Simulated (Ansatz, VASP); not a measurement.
**Two plane-wave programs on Li**

INCAR

```
ALGO     = Normal         # electronic algorithm
EDIFF    = 1E-6           # SCF threshold, eV
EDIFFG   = -0.04          # ionic threshold
ENCUT    = 600            # plane-wave cutoff, eV
GGA      = PE             # functional
IBRION   = 2              # ionic algorithm
ISIF     = 3              # what is computed and relaxed
ISMEAR   = 0              # smearing method
LASPH    = True           # aspherical terms in the spheres
LCHARG   = False          # write CHGCAR
LREAL    = False          # projectors in reciprocal space
LWAVE    = False          # write WAVECAR
NELM     = 100            # most SCF steps
NSW      = 90             # ionic steps
PREC     = Accurate       # precision mode
SIGMA    = 0.1            # smearing width, eV
```

The input KPOINTS:

```
k-points
0
Gamma
  4 4 4
```

File POSCAR:

```
Li
1.0
    4.1117682000      0.0000000000      0.0000000000
    0.0000000000      4.1117682000      0.0000000000
    0.0000000000      0.0000000000      4.1117682000
Li
3
Direct
    0.0000000000      0.5000000000      0.5000000000
    0.5000000000      0.0000000000      0.5000000000
    0.5000000000      0.5000000000      0.0000000000
```

Input for Ansatz:

```yaml
crystal:
  lattice:
    - [4.1117682, 0.0, 0.0]
    - [0.0, 4.1117682, 0.0]
    - [0.0, 0.0, 4.1117682]
  atoms:
    - { symbol: Li, position: [0.0, 0.5, 0.5] }
    - { symbol: Li, position: [0.5, 0.0, 0.5] }
    - { symbol: Li, position: [0.5, 0.5, 0.0] }
basis:
  ecutwfc: 420
kpoints:
  mp_grid: { grid: [4, 4, 4] }
hamiltonian:
  xc: pbe
scf:
  occupations: { method: gaussian, width: 0.1 }
  lower_state_search: "off"
output:
  forces: true
  stress: true
  eigenvalues: true
relax:
  adjacent_minimum: "off"
  f_tol: 0.04
  max_steps: 70
  cell: { stress_tol: 0.4 }
```

Alike in both runs: task relaxation of cell and atoms; functional PBE; k mesh 4 × 4 × 4; occupations gaussian, width 0.1 eV; no spin polarisation.

```csv
,VASP,Ansatz
version,VASP 6.6.1,Ansatz 0.2.0
potentials or method,"VASP PAW PBE potentials, release 64 (Li_sv)","scalar-relativistic, plane waves, PAW"
plane-wave cutoff (eV),600,420
valence electrons in the cell,9,9
```

```csv
,VASP,Ansatz,Ansatz less VASP
"gap on the k mesh at the Fermi level, each at its own relaxed structure (eV)",none,none,-
relaxed volume (Å³/atom),23.17,23.17,0.000
relaxed cell length with the largest relative difference (Å),4.112,4.112,0.0000
```

A gap of «none» marks a metal or a gap that the smearing closes.

Caveats: the k mesh is coarse (spacing up to 0.38 Å⁻¹), so the values aren't converged; the cutoff is under 1.25 times the usual one of these potentials, so pressure, stress and relaxed cells hold a basis-set (Pulay) error (VASP); the relaxation stopped at its first step, so nothing moved.
